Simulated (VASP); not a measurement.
# ZnSn2N2 (P-4m2) in VASP: further runs, part 2 of 2

VASP 6.6.1. The steps go on from the part before.

### Step 4. Single point, PBE

File INCAR:

```
SYSTEM = ZnSn2N2
  ADDGRID = .False.
  ALGO = Normal
  EDIFF = 1E-7
  ENCUT = 400
  GGA = PE
  ISIF = 2
  ISMEAR = 0
  LASPH = .True.
  LCHARG = .False.
  LREAL = .False.
  LWAVE = .False.
  NELM = 100
  PREC = Accurate
  SIGMA = 0.5
```

File KPOINTS:

```
k-points
0
Gamma
  5 5 2
  0 0 0
```

File POSCAR:

```
ZnSn2N2
1.0
    3.3523260000      0.0000000000      0.0000000000
    0.0000000000      3.3523260000      0.0000000000
    0.0000000000      0.0000000000      8.0642090000
Sn Zn N
2 1 2
Direct
    0.5000000000      0.5000000000      0.3058270000
    0.5000000000      0.5000000000      0.6941730000
    0.0000000000      0.0000000000      0.0000000000
    0.0000000000      0.5000000000      0.8541900000
    0.5000000000      0.0000000000      0.1458100000
```

Potentials or basis: VASP PAW PBE potentials, release 64 (Sn_d, Zn, N).

Launch:

```console
$ cat potpaw_PBE.64/Sn_d/POTCAR potpaw_PBE.64/Zn/POTCAR potpaw_PBE.64/N/POTCAR > POTCAR
$ mpirun -np 1 vasp_std > vasp.out
```

OUTCAR:

```text
SYSTEM = ZnSn2N2
   EDIFF = 1E-7
   ENCUT = 400
   GGA = PE
   ISIF = 2
   ISMEAR = 0
   LASPH = .True.
   LREAL = .False.
   NELM = 100
   PREC = Accurate

 Found     12 irreducible k-points:

 Following reciprocal coordinates:
            Coordinates               Weight
  0.000000  0.000000  0.000000      1.000000
  0.200000  0.000000  0.000000      4.000000
  0.400000  0.000000  0.000000      4.000000
  0.200000  0.200000  0.000000      4.000000
  0.400000  0.200000  0.000000      8.000000
  0.400000  0.400000  0.000000      4.000000
   k-points           NKPTS =     12   k-points in BZ     NKDIM =     12   number of bands    NBANDS=     30
   number of dos      NEDOS =    301   number of ions     NIONS =      5
   total plane-waves  NPLWV =  31104
   dimension x,y,z NGX =    24 NGY =   24 NGZ =   54
   dimension x,y,z NGXF=    48 NGYF=   48 NGZF=  108
   ions per type =               2   1   2
   NGX,Y,Z   is equivalent  to a cutoff of  11.90, 11.90, 11.13 a.u.
   NGXF,Y,Z  is equivalent  to a cutoff of  23.80, 23.80, 22.26 a.u.
 SYSTEM =  ZnSn2N2
   PREC   = accura    normal or accurate (medium, high low for compatibility)
   ISTART =      0    job   : 0-new  1-cont  2-samecut
   ICHARG =      2    charge: 1-file 2-atom 10-const
   ISPIN  =      1    spin polarized calculation?
   LNONCOLLINEAR =      F non collinear calculations
   LSORBIT =      F    spin-orbit coupling
   LASPH  =      T    aspherical Exc in radial PAW
   ENCUT  =  400.0 eV  29.40 Ry    5.42 a.u.   5.47  5.47 13.15*2*pi/ulx,y,z
   NELM   =    100;   NELMIN=  2; NELMDL= -5     # of ELM steps
   EDIFF  = 0.1E-06   stopping-criterion for ELM
   LREAL  =      F    real-space projection
   EDIFFG = 0.1E-05   stopping-criterion for IOM
   NSW    =      0    number of steps for IOM
   IBRION =     -1    ionic relax: 0-MD 1-quasi-New 2-CG
   NFREE  =      0    steps in history (QN), initial steepest desc. (CG)
   ISIF   =      2    stress and relaxation
   ISYM   =      2    0-nonsym 1-usesym 2-fastsym
   POTIM  = 0.5000    time-step for ionic-motion
   TEBEG  =    0.0;   TEEND  =   0.0 temperature during run
   PSTRESS=    0.0 pullay stress
   NELECT =      50.0000    total number of electrons
   NUPDOWN=      -1.0000    fix difference up-down
   EMIN   =  10.00;   EMAX   =-10.00  energy-range for DOS
   EFERMI =   0.00;   METHOD = LEGACY
   ISMEAR =     0;   SIGMA  =   0.50  broadening in eV -4-tet -1-fermi 0-gaus
   EFERMI_NEDOS =   21; number of points for ismear=-14 and -15
   IALGO  =     38    algorithm
   IMIX   =      4    mixing-type and parameters
     AMIX     =   0.40;   BMIX     =  1.00
     AMIX_MAG =   1.60;   BMIX_MAG =  1.00
  volume/ion in A,a.u.               =      18.13       122.32
  Fermi-wavevector in a.u.,A,eV,Ry     =   1.342703  2.537341 24.529295  1.802852
  Thomas-Fermi vector in A             =   2.470836
   LORBIT       =      0    0 simple, 1 ext, 2 COOP (PROOUT), +10 PAW based schemes
   GGA     = PE    functional components
   LHFCALC =     F    Hartree Fock is set to
   AEXX    =    0.0000 exact exchange contribution
   IVDW    =     0    specifies the selected vdW correction
   LEPSILON=     F    determine dielectric tensor
   LRPA    =     F    only Hartree local field effects (RPA)
 non-spin polarized calculation
 Gauss-broadening in eV      SIGMA  =   0.50
  energy-cutoff  :      400.00
  volume of cell :       90.63
 maximum number of plane-waves:      1674
 NGX is ok and might be reduce to    24
   NGX = 11   NGY = 11   NGZ = 27

 number of electron      49.9999953 magnetization

 Free energy of the ion-electron system (eV)
  ---------------------------------------------------
  ext. energy  EPLUGINS =         0.00000000
  ---------------------------------------------------
  free energy    TOTEN  =       -24.31254146 eV

  energy without entropy =      -24.10310542  energy(sigma->0) =      -24.20782344

 E-fermi :   5.4064     XC(G=0): -10.2237

 val. band max:        5.2834644379   @ k =   0.2000   0.0000   0.0000
 cond. band min:       5.4781294290   @ k =   0.2000   0.2000   0.5000
 fundamental gap:      0.1946649910
 Fermi energy:         5.4064449546

 k-point     1 :       0.0000    0.0000    0.0000
  band No.  band energies     occupation
      1     -16.0153      2.00000
      2     -16.0133      2.00000
      3     -15.8736      2.00000
      4     -15.8098      2.00000
      5     -15.8098      2.00000
      6     -15.7586      2.00000
[... 22 lines left out ...]
     29      11.0291      0.00000
     30      11.5734      0.00000
[... 134 lines left out ...]
  band No.  band energies     occupation
      1     -15.9617      2.00000
      2     -15.9606      2.00000
      3     -15.8255      2.00000
      4     -15.8240      2.00000
      5     -15.8187      2.00000
      6     -15.8037      2.00000
[... 22 lines left out ...]
     29       9.6934      0.00000
     30      10.4692      0.00000

 [... further k-points ...]
[... 5 lines left out ...]
  --------------------------------------------------------------------------------------
  -------------------------------------------------------------------------------------
  Total       -0.7124538     -0.7124538     -1.4498534      0.0000000      0.0000000      0.0000000
  in kB      -12.5954303    -12.5954303    -25.6318773      0.0000000      0.0000000      0.0000000
  external PRESSURE =     -16.9409127 kB  Pullay stress =       0.0000000 kB

 VOLUME and BASIS-vectors are now :
 -----------------------------------------------------------------------------
  energy-cutoff  :      400.00
  volume of cell :       90.63
      direct lattice vectors                 reciprocal lattice vectors
     3.352326000  0.000000000  0.000000000     0.298300344  0.000000000  0.000000000
     0.000000000  3.352326000  0.000000000     0.000000000  0.298300344  0.000000000
     0.000000000  0.000000000  8.064209000     0.000000000  0.000000000  0.124004723

 POSITION                                       TOTAL-FORCE (eV/Angst)
 -----------------------------------------------------------------------------------
      1.67616      1.67616      2.46625        -0.000000     -0.000000      0.173943
      1.67616      1.67616      5.59796        -0.000000      0.000000     -0.173943
      0.00000      0.00000      0.00000        -0.000000     -0.000000      0.000000
      0.00000      1.67616      6.88837        -0.000000     -0.000000      0.040834
      1.67616      0.00000      1.17584         0.000000     -0.000000     -0.040834
 -----------------------------------------------------------------------------------
    total drift:                                0.000000     -0.000000      0.000000

  FREE ENERGIE OF THE ION-ELECTRON SYSTEM (eV)
  ---------------------------------------------------
  free  energy   TOTEN  =       -24.3125414597 eV

  energy  without entropy=      -24.1031054181  energy(sigma->0) =      -24.20782344
```

OSZICAR:

```text
N       E                     dE             d eps       ncg     rms          rms(c)
DAV:   1     0.445210767141E+03    0.44521E+03   -0.22094E+04   734   0.214E+03
DAV:   2     0.394516675675E+02   -0.40576E+03   -0.39335E+03   744   0.522E+02
DAV:   3    -0.252834064246E+02   -0.64735E+02   -0.63013E+02   834   0.190E+02
DAV:   4    -0.290377922140E+02   -0.37544E+01   -0.37355E+01   812   0.493E+01
DAV:   5    -0.291612567624E+02   -0.12346E+00   -0.12335E+00   910   0.872E+00    0.142E+01
DAV:   6    -0.244222007027E+02    0.47391E+01   -0.27870E+01  1164   0.667E+01    0.737E+00
DAV:   7    -0.243481810174E+02    0.74020E-01   -0.51429E+00   798   0.143E+01    0.504E+00
DAV:   8    -0.243357995602E+02    0.12381E-01   -0.10863E+00  1060   0.903E+00    0.191E+00
DAV:   9    -0.243107009620E+02    0.25099E-01   -0.14334E-01  1022   0.507E+00    0.313E-01
DAV:  10    -0.243124630310E+02   -0.17621E-02   -0.21294E-02   828   0.101E+00    0.218E-01
DAV:  11    -0.243125630295E+02   -0.99999E-04   -0.18043E-03  1104   0.383E-01    0.574E-02
DAV:  12    -0.243125686028E+02   -0.55732E-05   -0.73221E-04  1000   0.226E-01    0.376E-02
DAV:  13    -0.243125394313E+02    0.29171E-04   -0.17922E-04  1014   0.125E-01    0.963E-03
DAV:  14    -0.243125417002E+02   -0.22689E-05   -0.20805E-05   944   0.451E-02    0.674E-03
DAV:  15    -0.243125418225E+02   -0.12238E-06   -0.32115E-06   940   0.263E-02    0.524E-03
DAV:  16    -0.243125415292E+02    0.29333E-06   -0.19492E-06   824   0.807E-03    0.105E-03
DAV:  17    -0.243125414597E+02    0.69480E-07   -0.34286E-07   724   0.472E-03
   1 F= -.24312541E+02 E0= -.24207823E+02  d E =-.209436E+00
```

Wall time 16 s (1 thread of Intel Xeon 6975P-C (Granite Rapids), shared host); peak memory 0.18 GiB.

These settings aren't checked as converged: the numbers below hold their error.

Results:

```
Free energy            : -24.3125 eV
Largest force          : 0.174 eV/Å
Band gap on the k mesh : none (metal or under the smearing width)
```

Caveat: the k mesh is coarse (spacing up to 0.39 Å⁻¹), so the values aren't converged; the cutoff is under 1.25 times the usual one of these potentials, so pressure, stress and relaxed cells hold a basis-set (Pulay) error.

### Step 5. Single point, PBE

INCAR, as its differences from that of step 4:

```diff
@@ -14,2 +14,2 @@
   PREC = Accurate
-  SIGMA = 0.5
+  SIGMA = 0.1
```

KPOINTS is that of step 4.

POSCAR is that of step 4.

Launch:

```console
$ cat potpaw_PBE.64/Sn_d/POTCAR potpaw_PBE.64/Zn/POTCAR potpaw_PBE.64/N/POTCAR > POTCAR
$ mpirun -np 1 vasp_std > vasp.out
```

Run time: 16 s. Hardware: 1 thread of Intel Xeon 6975P-C (Granite Rapids), shared host; peak memory 0.18 GiB.

These settings aren't checked as converged: the numbers below hold their error.

What came out:

```
Free energy            : -24.2189 eV
Largest force          : 0.264 eV/Å
Band gap on the k mesh : none (metal or under the smearing width)
```

Caveat: the k mesh is coarse (spacing up to 0.39 Å⁻¹), so the values aren't converged; the cutoff is under 1.25 times the usual one of these potentials, so pressure, stress and relaxed cells hold a basis-set (Pulay) error.

### Step 6. Single point, PBE

INCAR, as its differences from that of step 5:

```diff
@@ -13,3 +13,3 @@
   NELM = 100
-  PREC = Accurate
-  SIGMA = 0.1
+  PREC = Low
+  SIGMA = 0.05
```

KPOINTS is that of step 5.

POSCAR is that of step 5.

Potentials or basis: VASP PAW PBE potentials, release 64 (Sn_d, Zn, N).

Launch:

```console
$ cat potpaw_PBE.64/Sn_d/POTCAR potpaw_PBE.64/Zn/POTCAR potpaw_PBE.64/N/POTCAR > POTCAR
$ mpirun -np 1 vasp_std > vasp.out
```

It took 8.6 s on 1 thread of Intel Xeon 6975P-C (Granite Rapids), shared host; peak memory 0.13 GiB.

These settings aren't checked as converged: the numbers below hold their error.

What came out:

```
Free energy            : -24.2278 eV
Largest force          : 0.259 eV/Å
Band gap on the k mesh : none (metal or under the smearing width)
```

Caveat: the k mesh is coarse (spacing up to 0.39 Å⁻¹), so the values aren't converged; the cutoff is under 1.25 times the usual one of these potentials, so pressure, stress and relaxed cells hold a basis-set (Pulay) error.

### Step 7. For comparison

An earlier run on the cell as given: functional PBE; potentials or basis VASP PAW PBE potentials, release 64 (Sn_d, Zn, N); cutoff 520 eV; k mesh 8 × 8 × 4; occupations fermi-dirac, width 0.05 eV; no spin polarisation.

- Pressure: -0.3 GPa
- Largest force: 0.069 eV/Å
- Band gap on the k mesh: none (metal or under the smearing width)
